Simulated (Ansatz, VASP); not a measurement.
# AlP: VASP beside Ansatz

The input POSCAR:

```
AlP
1.0
    0.0000000000      2.7929852522      2.7929852522
    2.7929852522      0.0000000000      2.7929852522
    2.7929852522      2.7929852522      0.0000000000
Al P
1 1
Direct
    0.0000000000      0.0000000000      0.0000000000
    0.2500000000      0.2500000000      0.2500000000
```

INCAR.step1

```
SYSTEM = AlP
PREC = Accurate
ENCUT = 520
ISMEAR = 0
SIGMA = 0.02
LREAL = .FALSE.
LASPH = .TRUE.
NELM = 60
NBANDS = 11
GGA = PE
ALGO = Normal
EDIFF = 1E-4
LWAVE = .TRUE.
LCHARG = .FALSE.
```

The input INCAR.step2:

```
SYSTEM = AlP
PREC = Accurate
ENCUT = 520
EDIFF = 1E-7
ISMEAR = 0
SIGMA = 0.02
LREAL = .FALSE.
LASPH = .TRUE.
NELM = 60
ALGO = Normal
ISIF = 2
LWAVE = .FALSE.
LCHARG = .FALSE.
METAGGA = R2SCAN
LMIXTAU = .TRUE.
NBANDS = 11
ISTART = 1
```

KPOINTS

```
regular mesh
0
G
  8 8 8
  0 0 0
```

Input for Ansatz:

```yaml
crystal:
  lattice:
    - [0.0, 2.7929852522, 2.7929852522]
    - [2.7929852522, 0.0, 2.7929852522]
    - [2.7929852522, 2.7929852522, 0.0]
  atoms:
    - { symbol: Al, position: [0.0, 0.0, 0.0] }
    - { symbol: P, position: [0.25, 0.25, 0.25] }
basis:
  ecutwfc: 500
kpoints:
  mp_grid: { grid: [8, 8, 8] }
hamiltonian:
  xc: r2scan
scf:
  occupations: { method: gaussian, width: 0.02 }
output:
  forces: true
  stress: true
  eigenvalues: true
  write_density: true
  write_potential: true
  elf: true
  volumetric_format: npy
```

Alike in both runs: task single point; functional r2SCAN; k mesh 8 × 8 × 8; occupations gaussian, width 0.02 eV; no spin polarisation.

```csv
,VASP,Ansatz
version,VASP 6.6.1,Ansatz 0.2.0
potentials or method,"VASP PAW PBE potentials, release 64 (Al, P)","scalar-relativistic, plane waves, PAW"
plane-wave cutoff (eV),520,500
valence electrons in the cell,8,8
```

```csv
,VASP,Ansatz,Ansatz less VASP
gap on the k mesh at the Fermi level (eV),2.03,2.02,-0.003
least direct gap on the mesh (eV),3.38,3.38,0.000
pressure (GPa),-4.9,-4.7,+0.27
```

The functional is the same, so the differences come from potentials, cutoffs and numerics.

Caveats: the PAW data sets were made with another functional, which shifts forces and pressure a little (VASP). A k mesh can miss the band edges. r2SCAN opens gaps a little over a GGA but as a rule still falls short of measured ones.
